The vdW-DF2 row looks wrong. This functional contains van der Waals attraction, which should pull atoms together, yet it gives PbS the largest cell in the table, 12% above the measured volume. Plain PBE, which lacks that long-range attraction, is only 4% too large. The obvious reading, that a functional with more attraction must give a smaller crystal, has failed.

VASP, Kohn-Sham DFT of PbS (Fm-3m) with the recommended PAW PBE potentials (Pb_d, S), without spin polarization or spin-orbit coupling. The basis column gives the plane-wave cutoff. Volumes are for a static lattice, from cell relaxation or, for PBE, from an equation of state; the measured volume is 26.148 Å³/atom.

| method | rung | basis | k mesh | smearing | equilibrium volume (Å³/atom) | computed less measured (Å³/atom) |
| --- | --- | --- | --- | --- | --- | --- |
| AM05 | GGA | 600 eV | 8x8x8 2-atom cell | Fermi-Dirac 0.05eV | 25.930 | -0.218 |
| BEEF-vdW | GGA | 600 eV | 8x8x8 2-atom cell | Fermi-Dirac 0.05eV | 27.753 | 1.605 |
| PBE | GGA | 520 eV | 8x8x8 2-atom cell | Fermi-Dirac 0.05eV | 27.119 | 0.971 |
| PBEsol | GGA | 600 eV | 8x8x8 2-atom cell | Fermi-Dirac 0.05eV | 25.706 | -0.442 |
| optB88-vdW | GGA | 600 eV | 8x8x8 2-atom cell | Fermi-Dirac 0.05eV | 26.895 | 0.747 |
| optPBE-vdW | GGA | 600 eV | 8x8x8 2-atom cell | Fermi-Dirac 0.05eV | 27.425 | 1.277 |
| rev-vdW-DF2 | GGA | 600 eV | 8x8x8 2-atom cell | Fermi-Dirac 0.05eV | 26.502 | 0.354 |
| vdW-DF | GGA | 600 eV | 8x8x8 2-atom cell | Fermi-Dirac 0.05eV | 28.497 | 2.349 |
| vdW-DF-cx | GGA | 600 eV | 8x8x8 2-atom cell | Fermi-Dirac 0.05eV | 25.903 | -0.245 |
| vdW-DF2 | GGA | 600 eV | 8x8x8 2-atom cell | Fermi-Dirac 0.05eV | 29.412 | 3.264 |
| r2SCAN | meta-GGA | 600 eV | 8x8x8 2-atom cell | gaussian 0.05eV | 26.665 | 0.517 |
| B3LYP | hybrid | 600 eV | 4x4x4 2-atom cell | Fermi-Dirac 0.05eV | 28.097 | 1.949 |

The equilibrium volume is the volume per atom at which each method finds no net pressure. The rung sorts functionals by their ingredients: a GGA uses the electron density and its gradient, a meta-GGA also uses the kinetic-energy density, and a hybrid mixes in exact exchange. Seven rows printed as GGA also contain nonlocal correlation, the term that describes van der Waals attraction between separate regions of density. They are BEEF-vdW and the six rows with vdW in their names besides it.

The simple picture takes PBE as a ceiling: switch on the attraction, and the cell should end up below it. Three of the seven rows obey, namely vdW-DF-cx, rev-vdW-DF2 and optB88-vdW. Four break the rule: optPBE-vdW, BEEF-vdW, vdW-DF and vdW-DF2. Their cells exceed that of PBE by 0.31 to 2.29 Å³/atom.

The numerical differences that can be sized here do not explain these breaks. The PBE volume shifts by about 0.04 Å³/atom when it is read from the zero of the stress instead of the energy minimum. The largest pressure left in a relaxed cell stands for about 0.06 Å³/atom. Even the smallest break is five times that. PBE and the seven rows share the 8x8x8 mesh and potentials made for PBE. The errors from these two choices were not tested; they matter most for the smallest break, that of optPBE-vdW.

**What else changed**

The fault lies in the words "switch on". These functionals are not PBE with an extra attraction. They also replace PBE's exchange, and they replace some or all of its gradient-dependent correlation. The name on the input line advertises the new attraction, while the new exchange can move the volume as well.

The table allows a clean test of this. The functionals vdW-DF, optPBE-vdW, optB88-vdW and vdW-DF-cx share the same correlation, nonlocal part included, and differ only in exchange. Their volumes fall in that order, from 28.50 to 25.90 Å³/atom. Exchange alone therefore moves the cell by 2.59 Å³/atom, enough to carry it from well above PBE to well below.

The odd row of the opening has a partner of the same kind. rev-vdW-DF2 keeps the correlation of vdW-DF2 and changes the exchange, and the volume drops by 2.91 Å³/atom. The error against the measurement falls from 12% to about 1%. The same attraction was present in both runs, so it cannot by itself account for the large vdW-DF2 cell.

**Why exchange can push a crystal apart**

A GGA starts from the exchange energy of a uniform electron gas and multiplies it, point by point, by an enhancement factor $F(s)$. The reduced gradient $s$ measures how fast the density changes on the scale of the local electron wavelength. It is small where the density is high and even, and larger where the density is thin and falls off quickly. Since $F$ grows with $s$ over the range that matters here, uneven density gains extra exchange energy.

Now let the crystal expand. The density between lead and sulfur thins out, and the reduced gradient there tends to rise. If $F$ climbs steeply, the expanded crystal receives a larger energy bonus than the compact one, and the minimum moves outward. A steep $F$ thus acts like an internal pressure that opposes the attraction, and a flat $F$ lets the atoms come closer.

The pair with equal correlation shows how much steeper one exchange can be. With rounded constants, the two enhancement factors are

$$F_{\text{vdW-DF2}}(s)\approx\left(1+15\times0.12\,s^2+17\,s^4+0.16\,s^6\right)^{1/15}$$

$$F_{\text{rev-vdW-DF2}}(s)\approx1+\frac{0.12\,s^2}{(1+0.17\,s^2)^{4/5}}$$

For very small $s$ both reduce to $1+0.12\,s^2$, so a comparison of that coefficient alone would predict no difference. At $s=1$, a moderate gradient, the first becomes $20^{1/15}\approx1.22$ and the second about 1.11. The exchange bonus over the uniform gas is then 0.22 against 0.11, a factor of two.

This estimate has no adjustable constant and points the right way: the steeper exchange belongs to the larger cell. It does not predict the volume itself, which would require the energy of the whole crystal at several volumes. The choice $s=1$ is only a sample of the gradients that occur. The printed output after this note gives the comparison together with the volume differences.

The same reasoning orders the ends of the group of four. vdW-DF uses a steep exchange and has the largest cell of the group; vdW-DF-cx uses one that climbs slowly up to moderate gradients and has the smallest. PBE and PBEsol show a related shift without any nonlocal correlation. PBEsol has a weaker gradient dependence in exchange, and its cell is 1.41 Å³/atom smaller, although its correlation was changed as well.

The comparison with PBE itself is less clean, because the correlation differs too. Up to $s=1$ the exchange of optPBE-vdW climbs no faster than that of PBE, yet its cell is larger, so the replaced correlation probably has a share in that break.

BEEF-vdW is harder still to assign. It has its own exchange and its own mixture of correlation terms, and no other row shares either. Its exchange may be part of the reason for its large cell, but no pair of rows tests that.

**Why PbS reacts so strongly**

PbS is soft. Near the PBE minimum, one gigapascal changes the volume by about 0.49 Å³/atom, or nearly 2%. A modest difference in the internal pressure from exchange therefore becomes a visible difference in volume. In a much stiffer crystal, the same pressure difference would move the atoms less.

The kind of bonding matters too. PbS is held together by ionic and covalent forces that PBE already describes, so nonlocal correlation corrects a crystal that is bound without it. In a layered crystal such as graphite, PBE hardly binds the layers at all, and nonlocal correlation supplies most of the attraction between them. There, leaving it out is the larger mistake; in PbS, a poor choice of exchange can be.

**A higher rung is no guarantee**

A second simple rule says that a more elaborate functional should land closer to experiment. r2SCAN supports it when set against PBE, with an error of 2% instead of 4%, but AM05, a plain GGA, comes closer still. B3LYP breaks it outright: the only hybrid in the table is 7% too large. Exact exchange makes up only a fifth of its exchange, and the rest still depends on gradients. Its correlation also fails to reproduce the uniform electron gas, a known weakness in solids, but these runs do not separate the two causes, and B3LYP was run on a coarser k mesh.

**What to do about it**

Choose a functional for PbS by its exchange as well as by its van der Waals term. For the volume, AM05, vdW-DF-cx, rev-vdW-DF2, PBEsol and r2SCAN all come within 2% of the measurement. Two of these contain nonlocal correlation and three do not, so the label alone is a poor guide. vdW-DF and vdW-DF2, at 9% and 12%, are poor choices for this purpose.

Do not rank the best rows by their last digits. The measured cell includes thermal and zero-point expansion, which the calculations leave out; at room temperature this is roughly a few tenths of an Å³/atom. Taking it out would lower the reference, so the slight underestimates of AM05 and vdW-DF-cx could vanish or change sign. The large overestimates would only grow. The runs also leave out spin-orbit coupling, and its effect on the cell of this lead compound was not tested.

Keep the cell and the functional together. If the PBEsol cell is used in a PBE calculation, the crystal is compressed by 1.41 Å³/atom, which at 0.49 Å³/atom per gigapascal amounts to about 3 GPa. A film or interface model built that way starts under a strain that no substrate has imposed. Relax the bulk crystal with the functional that will be used for the film, and measure the strain from that cell.

Printed output of the fit:

```
Each row against PBE and the measurement:
          row  volume less PBE (A^3/atom)  error (percent)  Pb-S distance (A)
         AM05                      -1.189          -0.8337               2.96
     BEEF-vdW                       0.634            6.138              3.028
          PBE                           0            3.713              3.004
       PBEsol                      -1.413            -1.69              2.951
   optB88-vdW                      -0.224            2.857              2.996
   optPBE-vdW                       0.306            4.884              3.016
  rev-vdW-DF2                      -0.617            1.354              2.981
       vdW-DF                       1.378            8.983              3.054
    vdW-DF-cx                      -1.216           -0.937              2.959
      vdW-DF2                       2.293            12.48              3.087
       r2SCAN                      -0.454            1.977              2.988
        B3LYP                       0.978            7.454               3.04
Rows with nonlocal correlation: 7
Of these, rows with a larger cell than PBE: 4
Smallest break above PBE (A^3/atom): 0.306
Largest break above PBE (A^3/atom): 2.293
Spread of four rows with the same correlation and different exchange (A^3/atom): 2.594
vdW-DF2 less rev-vdW-DF2, same correlation (A^3/atom): 2.91
PBE less PBEsol, no nonlocal correlation (A^3/atom): 1.413
Exchange enhancement less one at reduced gradient 1, vdW-DF2: 0.2209
Exchange enhancement less one at reduced gradient 1, rev-vdW-DF2: 0.1086
Ratio of the two: 2.034
PBE minimum from energies less zero of its stress (A^3/atom): 0.03553
PBE volume change per GPa near the minimum (A^3/atom): 0.4883
Volume shift that the largest residual pressure stands for (A^3/atom): 0.05831
```
